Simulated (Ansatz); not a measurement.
Cr, one cell by several methods

```
Cr
1.0
     2.48530    0.00000    0.00000
    -1.24265    2.15234    0.00000
     0.00000    0.00000    4.45564
Cr
2
Direct
  0.33333 0.66667 0.25000
  0.66667 0.33333 0.75000
```

Atoms are numbered in the order listed.

The structure comes from a relaxation in the same program, started in the hcp type, and has space group P6_3/mmc. Whether it is a known phase or the ground state wasn't checked.

Methods: DFT, PBE, PAW with Ansatz's default frozen-core files, scalar-relativistic (Ansatz 0.2.0); DFT, PBE, all-electron PAW with datasets made for the crystal, scalar-relativistic (Ansatz 0.2.0); DFT, PBE, all-electron LAPW, scalar-relativistic (Ansatz 0.2.0).

For PAW: a Γ-centred 17×17×9 k mesh, Fermi–Dirac smearing of 0.05 eV, cutoff 420 eV, spin-polarised from start moments Cr1 3, Cr2 3 μB (the moments died away, and the run ended non-magnetic). The crystal-made all-electron datasets (AE datasets) take a cutoff of 340 eV at this cell. LAPW targets a basis error of 1 meV/atom. The Ansatz runs share mesh, smearing and spin set-up. Plane-wave (PAW) pressures include the program's estimate of the Pulay term.

Stress and pressure are positive in compression.

In a metal, gradients converge slowly with the k mesh: the values move by tens of per cent from one mesh to another, at times in sign, so only the comparison on one mesh counts.

Levels count from the Fermi level.

```tsv
quantity	PAW	AE datasets	LAPW
pressure (GPa)	0.00	-0.06	-0.07
highest filled level at K (eV)	-1.059	-1.060	-1.060
lowest empty level at K (eV)	0.103	0.102	0.102
highest filled level at M (eV)	-0.134	-0.132	-0.132
lowest empty level at M (eV)	2.296	2.297	2.297
highest filled level at H (eV)	-1.149	-1.151	-1.151
lowest empty level at H (eV)	0.343	0.342	0.342
field gradient Vzz at Cr1 (10²¹ V/m²)	1.16	1.23	–
```

PAW's pressure differs from the LAPW value by +0.07 GPa.
